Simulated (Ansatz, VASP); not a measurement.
## Two plane-wave programs on MnSb

```
Sb Mn
1.0
     0.00000    2.75724    2.75724
     2.75724    0.00000    2.75724
     2.75724    2.75724    0.00000
Sb Mn
1 1
Direct
  0.50000 0.50000 0.50000
  0.00000 0.00000 0.00000
```

Change from the starting cell: volume scaled by 0.96.

Alike in both runs: task single point; functional PBE; k mesh 8 × 8 × 8; occupations fermi-dirac, width 0.05 eV; collinear spin, ferromagnetic start.

|  | VASP | Ansatz |
| --- | --- | --- |
| version | VASP 6.6.1 | Ansatz 0.2.0 |
| potentials or method | VASP PAW PBE potentials, release 64 (Sb, Mn_pv) | Ansatz PAW |
| plane-wave cutoff (eV) | 520 | 420 |
| valence electrons in the cell | 18 | 30 |

Ansatz gave:

* gap on the k mesh at the Fermi level (eV): none
* pressure (GPa): 2.3
* net moment per atom (μB): 1.89
* size of the moment on the site where the two differ most (μB): 3.71

Question: What did VASP give for the same quantities?

Answer: gap on the k mesh at the Fermi level (eV): none; pressure (GPa): 2.2; net moment per atom (μB): 1.89; size of the moment on the site where the two differ most (μB): 3.69.

Site moments also hang on the region over which each program counts them. A gap of «none» marks a metal or a gap that the smearing closes. With one functional, cell and mesh, what is left measures potentials, basis and numerics. The two sets of potentials don't hold the same shells in valence.

Caveats: a cell with one magnetic atom can't hold antiferromagnetic order, which such compounds often take. Spin-orbit coupling is left out, which matters for the levels of Sb.
